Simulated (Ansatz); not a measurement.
# Ag (P6_3/mmc) in Ansatz: notebook

Runs on Ag. Level: PBEsol. Tasks: single point.

Program: Ansatz 0.2.0. These are calculated values, not measurements. Logs are shortened: lines on timing, memory, paths and dates and some standing lists are left out, and cuts for length are marked.

## (1) The crystal as given

The structure is hexagonal, space group P6_3/mmc (No. 194). Conventional cell: a = 2.886 Å, b = 2.886 Å, c = 10.000 Å, α = 90.00°, β = 90.00°, γ = 120.00°. Around Ag (site symmetry -3m) lie 12 Ag at 2.89 to 3.00 Å. Ag (site symmetry -6m2) is surrounded by 12 Ag at 2.89 to 3.00 Å.

This isn't the form of Ag at room conditions, which is fcc.

## (2) Single point, PBEsol, 16.95 Å³/atom (volume scaled by 0.94)

input.yaml reads:

```yaml
crystal:
  lattice:
    - [2.827281427, 0.0, 0.0]
    - [-1.4136407135, 2.4484975394, 0.0]
    - [0.0, 0.0, 9.7958610872]
  atoms:
    - { symbol: Ag, position: [0.0, 0.0, 0.5] }
    - { symbol: Ag, position: [0.0, 0.0, 0.0] }
    - { symbol: Ag, position: [0.6666666667, 0.3333333333, 0.75] }
    - { symbol: Ag, position: [0.3333333333, 0.6666666667, 0.25] }
kpoints:
  mp_grid: { grid: [11, 11, 3] }
scf:
  occupations: { method: fermi_dirac, width: 0.05 }
hamiltonian:
  xc: pbesol
  pseudopotentials: { kind: all_electron, lapw: { basis_error: 0.001 } }
output:
  forces: true
  stress: true
  eigenvalues: true
```

Potentials or basis: all-electron LAPW, scalar-relativistic.

Started as:

```
ansatz run input.yaml --threads 2 --pin off --max-ram 8192MiB --backend cpu --events-out ev --progress --plain --runs-dir out
```

Log:

```text
Warning: RAYON_NUM_THREADS=2 ignored (pool sized by the plan → 2); use --threads N
LAPW: plane waves up to 8.142 Å⁻¹, error target 1.0e-3 eV per atom; small_component_spin mean_spin; Ag in spheres of 1.414 Å, 19 of its electrons in bands, Dirac shells [] (how accurate: hamiltonian.pseudopotentials.lapw.basis_error, Limitations)
Engine: ansatz 0.2.0, x86_64-unknown-linux-gnu
Pseudopotentials: kind: all_electron
Pseudopotential: Ag, LAPW, valence charge 19, lapw/all_electron/scalar/gaussian/Ag, Koelling and Harmon's equation, gaussian nucleus
Functional definition: PBEsol
  exchange = pbesol_x
  correlation = pbesol_c
Crystal: 4 atoms, lattice volume = 67.813 Å³
Basis set: ecut = 252.60053369922264 eV, 649 PW (Γ), exchange–correlation at level 2
Bands: 46, of which v1, the nominal top of the filled ones, is band 38 counted from 1 (37 counted from 0)
Symmetry: 24 space group operations
Space group: P63/mmc (ITA 194), of the structure as read, at distance tolerance 4.1e-5 Å
k-points: 32 of 363
Non-local potential: Ag, projectors of the file, none
Initial density: superposition of atomic densities (chi_scale 0.1, normalization cell)
Initial wavefunctions: plane waves of lowest kinetic energy (no species holds an atomic orbital)
Functional: x = pbesol(κ = 0.804, μ = 0.12345679012345678), c = pbesol(β = 0.046)
iter 1 solved again at ethr=3.25e-4 eV; its pass at ethr=1.00e-1 eV (dr2=2.47e-1 eV) is discarded
SCF iter   1: F=—  HF=-578353.149149 eV  |F-HF|=—  |Δ(HF+E_count)|=         —  Δρ=2.43e-2  dr2=2.48e-1  ethr=3.25e-4  ⟨swp⟩=2.7  Hψ=10636  notcnv=0
preconditioner: auto → Kerker (q_TF=auto, 2.781 Å⁻¹)  [metal: Δε(μ)=0.049 eV  Ē_g=10.789 eV  σ=0.050 eV  W_gap=0.23  n_scr=26 (ndim 8)  ℏωp=29.9 eV  f_vac=0.000  D(μ)=2.07/eV (n_scr^D=6)]
iter 2 solved again at ethr=1.32e-5 eV; its pass at ethr=3.25e-4 eV (dr2=1.00e-2 eV) is discarded
SCF iter   2: F=—  HF=-578352.226683 eV  |F-HF|=—  |Δ(HF+E_count)|=   9.22e-1  Δρ=3.83e-3  dr2=1.00e-2  ethr=1.32e-5  ⟨swp⟩=2.0  Hψ=8171  notcnv=0
SCF iter   3: F=—  HF=-578352.004125 eV  |F-HF|=—  |Δ(HF+E_count)|=   2.23e-1  Δρ=6.69e-3  dr2=2.57e-2  ethr=1.32e-5  ⟨swp⟩=3.0  Hψ=5154  notcnv=0
SCF iter   4: F=—  HF=-578351.992979 eV  |F-HF|=—  |Δ(HF+E_count)|=   1.11e-2  Δρ=2.79e-3  dr2=5.75e-3  ethr=1.32e-5  ⟨swp⟩=2.0  Hψ=4232  notcnv=0
SCF iter   5: F=—  HF=-578351.993694 eV  |F-HF|=—  |Δ(HF+E_count)|=   7.14e-4  Δρ=6.14e-4  dr2=2.88e-4  ethr=7.56e-6  ⟨swp⟩=2.0  Hψ=4231  notcnv=0
SCF iter   6: F=—  HF=-578351.993808 eV  |F-HF|=—  |Δ(HF+E_count)|=   1.14e-4  Δρ=2.34e-4  dr2=9.41e-5  ethr=3.78e-7  ⟨swp⟩=2.0  Hψ=4231  notcnv=0
SCF iter   7: F=—  HF=-578351.993678 eV  |F-HF|=—  |Δ(HF+E_count)|=   1.30e-4  Δρ=1.42e-4  dr2=7.42e-6  ethr=1.24e-7  ⟨swp⟩=2.0  Hψ=4231  notcnv=0
SCF iter   8: F=—  HF=-578351.993680 eV  |F-HF|=—  |Δ(HF+E_count)|=   2.81e-6  Δρ=2.11e-5  dr2=2.89e-7  ethr=9.77e-9  ⟨swp⟩=2.0  Hψ=4231  notcnv=0
SCF iter   9: F=-578351.993680 eV  HF=-578351.993680 eV  |F-HF|=1.68e-8  |Δ(HF+E_count)|=   8.43e-8  Δρ=4.81e-6  dr2=1.61e-8  ethr=3.81e-10  ⟨swp⟩=2.1  Hψ=4234  notcnv=0
SCF 1 converged in 9 iterations: F = -578351.993680 eV  dr2 = 1.61e-8
SCF converged after 9 iterations
Free energy (F): -578351.993680 eV
Harris-Foulkes:  -578351.993680 eV  (|F-HF|=1.68e-8)
Internal energy: -578351.979120 eV  (E = F + TS)
E sigma→0 (E₀):  -578351.986400 eV
Entropy (-TS):   -0.014561 eV (-3.640 meV/atom)
Fermi energy:    18.794172 eV
--- Per-component energies (eV) ---
  E_band       = -828.485749
  E_kinetic    = 604655.606703
  E_xc         = -15989.107684
  E_electrostatic = -1167018.478139  (all electrons and nuclei)
  E_smearing   = -0.014561  (= −TS)
  E_closure    = 0.000000  (closes the sum)
  E_atoms      = -578338.837880  (free atoms, spherical and without spin; not in F)
  Σ components = -578351.993680   (vs F -578351.993680, Δ=0.00e0)
  Basis errors (estimates in eV, not in F): energy 2.2e-4 per atom: plane waves 2.1e-4 (1.1e-4 summed), levels above the bands 1.5e-74, relativity 2.6e-8, radial functions 1.2e-5, core shells 8.9e-7; eigenvalues (radial functions only) 3.9e-6; not estimated: angular momenta, meshes, grids; target (lapw.basis_error) 1.0e-3; muffin-tin radii Ag 1.414 Å
--- Forces (eV/Å), atoms counted from 1 ---
  atom   1  Ag     0.00000000     0.00000000     0.00000000
  atom   2  Ag    -0.00000000     0.00000000     0.00000000
  atom   3  Ag    -0.00000000     0.00000000     0.00000000
  atom   4  Ag     0.00000000    -0.00000000     0.00000000
  max |Σ_I F_I| component: 2.31e-18 eV/Å
--- Stress (GPa, compression-positive) ---
        0.133826      -0.000000       0.000000
       -0.000000       0.133826       0.000000
        0.000000       0.000000      -4.851292
  P = ⅓ Tr σ = -1.5279 GPa (-15.279 kbar)
--- Band table (eV; the first three rows and the last of 32) ---
  k-point 0: bands = ["-73.1236", "-73.1175", "-73.1165", "-73.1104", "-36.6688", "-36.6004", "-36.5991", "-36.5488", "-36.5488", "-36.5403", "-36.5403", "-36.5397", "-36.5397", "-36.5312", "-36.5312", "-36.5302", "10.8564", "12.1096", "12.1100", "12.2452", "13.7152", "13.9813", "13.9813", "14.0177", "14.0177", "14.0588", "14.0649", "14.1317", "14.1317", "14.1803", "14.1803", "14.9561", "14.9561", "15.2675", "15.2675", "15.3979", "15.3979", "15.7490", "15.7490", "17.8503", "21.5831", "28.6266", "28.6378", "34.3549", "34.5311", "35.4955"]
  k-point 1: bands = ["-73.1227", "-73.1203", "-73.1137", "-73.1113", "-36.6596", "-36.6343", "-36.5651", "-36.5476", "-36.5476", "-36.5444", "-36.5444", "-36.5396", "-36.5356", "-36.5356", "-36.5324", "-36.5324", "11.0498", "11.5666", "12.2687", "12.2903", "13.6926", "13.7004", "14.0051", "14.0051", "14.0321", "14.0321", "14.1138", "14.1138", "14.1473", "14.1473", "15.0139", "15.0139", "15.1470", "15.1470", "15.1732", "15.5342", "15.5342", "15.6876", "15.6876", "16.7712", "23.0076", "25.6605", "31.5718", "33.8402", "34.6418", "34.8576"]
  k-point 2: bands = ["-73.1221", "-73.1162", "-73.1153", "-73.1094", "-36.6647", "-36.6009", "-36.5997", "-36.5615", "-36.5526", "-36.5512", "-36.5505", "-36.5441", "-36.5436", "-36.5429", "-36.5339", "-36.5312", "11.0988", "12.3237", "12.3263", "12.4045", "13.7540", "13.7901", "13.8903", "13.9111", "13.9387", "14.0988", "14.1074", "14.1319", "14.2400", "14.2611", "14.3022", "14.8361", "14.8766", "15.2133", "15.2722", "15.3791", "15.5177", "15.5542", "15.7607", "18.5990", "21.6287", "28.8200", "28.8280", "34.0930", "34.4140", "34.8579"]
  k-point 31: bands = ["-73.1000", "-73.0998", "-73.0986", "-73.0985", "-36.6802", "-36.6778", "-36.6686", "-36.6676", "-36.6468", "-36.6452", "-36.6360", "-36.6291", "-36.5777", "-36.5724", "-36.5658", "-36.5644", "12.9750", "13.0190", "13.2706", "13.2768", "13.3463", "13.4362", "13.6391", "13.6931", "13.9753", "14.0186", "14.1222", "14.2825", "14.5752", "14.6961", "14.9982", "15.0887", "15.5245", "15.6422", "15.7331", "15.7591", "21.5782", "21.7171", "22.2675", "22.2683", "24.0527", "24.3750", "24.8195", "25.0736", "26.3925", "26.5243"]
```

It took 14 s on 2 threads of Intel Xeon Platinum 8259CL at 2.50GHz (Skylake/Cascade Lake), shared host; peak memory 0.53 GiB.

Results:

```yaml
Free_energy: -578351.9937 eV
Pressure: -1.5 GPa
Band_gap_on_the_k_mesh: none (metal or under the smearing width)
```

## (3) Single point, PBEsol, 17.31 Å³/atom (volume scaled by 0.96)

Changes to input.yaml since step 2:

```diff
@@ -2,5 +2,5 @@
   lattice:
-    - [2.827281427, 0.0, 0.0]
-    - [-1.4136407135, 2.4484975394, 0.0]
-    - [0.0, 0.0, 9.7958610872]
+    - [2.8471925156, 0.0, 0.0]
+    - [-1.4235962578, 2.4657410479, 0.0]
+    - [0.0, 0.0, 9.8648482973]
   atoms:
```

Potentials or basis: all-electron LAPW, scalar-relativistic.

Started as:

```
ansatz run input.yaml --threads 2 --pin off --max-ram 8192MiB --backend cpu --events-out ev --progress --plain --runs-dir out
```

Run time: 15 s. Hardware: 2 threads of Intel Xeon Platinum 8259CL at 2.50GHz (Skylake/Cascade Lake), shared host; peak memory 0.52 GiB.

Results (log left out):

```
Free energy            : -578351.9699 eV
Pressure               : -3.7 GPa
Band gap on the k mesh : none (metal or under the smearing width)
```

## (4) Single point, PBEsol, 17.67 Å³/atom (volume scaled by 0.98)

Changes to input.yaml since step 3:

```diff
@@ -2,5 +2,5 @@
   lattice:
-    - [2.8471925156, 0.0, 0.0]
-    - [-1.4235962578, 2.4657410479, 0.0]
-    - [0.0, 0.0, 9.8648482973]
+    - [2.8668289465, 0.0, 0.0]
+    - [-1.4334144733, 2.482746696, 0.0]
+    - [0.0, 0.0, 9.9328838838]
   atoms:
```

Started as:

```
ansatz run input.yaml --threads 2 --pin off --max-ram 8192MiB --backend cpu --events-out ev --progress --plain --runs-dir out
```

Run time: 13 s. Hardware: 2 threads of Intel Xeon Platinum 8259CL at 2.50GHz (Skylake/Cascade Lake), shared host; peak memory 0.49 GiB.

It converged, with:

```
Free energy            : -578351.9282 eV
Pressure               : -5.6 GPa
Band gap on the k mesh : none (metal or under the smearing width)
```

## (5) Single point, PBEsol, 18.04 Å³/atom

Changes to input.yaml since step 4:

```diff
@@ -2,5 +2,5 @@
   lattice:
-    - [2.8668289465, 0.0, 0.0]
-    - [-1.4334144733, 2.482746696, 0.0]
-    - [0.0, 0.0, 9.9328838838]
+    - [2.8862, 0.0, 0.0]
+    - [-1.4431, 2.4995225204, 0.0]
+    - [0.0, 0.0, 10.0]
   atoms:
```

Started as:

```
ansatz run input.yaml --threads 2 --pin off --max-ram 8192MiB --backend cpu --events-out ev --progress --plain --runs-dir out
```

Run time: 12 s. Hardware: 2 threads of Intel Xeon Platinum 8259CL at 2.50GHz (Skylake/Cascade Lake), shared host; peak memory 0.49 GiB.

The run converged. Its results:

```yaml
Free_energy: -578351.8708 eV
Pressure: -7.2 GPa
Band_gap_on_the_k_mesh: none (metal or under the smearing width)
```

## (6) Single point, PBEsol, 18.40 Å³/atom (volume scaled by 1.02)

Changes to input.yaml since step 5:

```diff
@@ -2,5 +2,5 @@
   lattice:
-    - [2.8862, 0.0, 0.0]
-    - [-1.4431, 2.4995225204, 0.0]
-    - [0.0, 0.0, 10.0]
+    - [2.9053144643, 0.0, 0.0]
+    - [-1.4526572322, 2.5160761321, 0.0]
+    - [0.0, 0.0, 10.0662270956]
   atoms:
```

Potentials or basis: all-electron LAPW, scalar-relativistic.

Started as:

```
ansatz run input.yaml --threads 2 --pin off --max-ram 8192MiB --backend cpu --events-out ev --progress --plain --runs-dir out
```

Wall time 12 s (2 threads of Intel Xeon Platinum 8259CL at 2.50GHz (Skylake/Cascade Lake), shared host); peak memory 0.48 GiB.

Results (log left out):

* Free energy: -578351.8000 eV
* Pressure: -8.5 GPa
* Band gap on the k mesh: none (metal or under the smearing width)

## (7) Single point, PBEsol, 18.76 Å³/atom (volume scaled by 1.04)

Changes to input.yaml since step 6:

```diff
@@ -2,5 +2,5 @@
   lattice:
-    - [2.9053144643, 0.0, 0.0]
-    - [-1.4526572322, 2.5160761321, 0.0]
-    - [0.0, 0.0, 10.0662270956]
+    - [2.9241806713, 0.0, 0.0]
+    - [-1.4620903357, 2.5324147466, 0.0]
+    - [0.0, 0.0, 10.1315940382]
   atoms:
```

Started as:

```
ansatz run input.yaml --threads 2 --pin off --max-ram 8192MiB --backend cpu --events-out ev --progress --plain --runs-dir out
```

Run time: 12 s. Hardware: 2 threads of Intel Xeon Platinum 8259CL at 2.50GHz (Skylake/Cascade Lake), shared host; peak memory 0.49 GiB.

It converged, with:

* Free energy: -578351.7178 eV
* Pressure: -9.7 GPa
* Band gap on the k mesh: none (metal or under the smearing width)

## (8) Single point, PBEsol, 19.12 Å³/atom (volume scaled by 1.06)

Changes to input.yaml since step 7:

```diff
@@ -2,5 +2,5 @@
   lattice:
-    - [2.9241806713, 0.0, 0.0]
-    - [-1.4620903357, 2.5324147466, 0.0]
-    - [0.0, 0.0, 10.1315940382]
+    - [2.9428065281, 0.0, 0.0]
+    - [-1.471403264, 2.5485452117, 0.0]
+    - [0.0, 0.0, 10.1961282242]
   atoms:
```

Started as:

```
ansatz run input.yaml --threads 2 --pin off --max-ram 8192MiB --backend cpu --events-out ev --progress --plain --runs-dir out
```

Run time: 12 s. Hardware: 2 threads of Intel Xeon Platinum 8259CL at 2.50GHz (Skylake/Cascade Lake), shared host; peak memory 0.49 GiB.

The run converged. Its results:

```yaml
Free_energy: -578351.6259 eV
Pressure: -10.7 GPa
Band_gap_on_the_k_mesh: none (metal or under the smearing width)
```
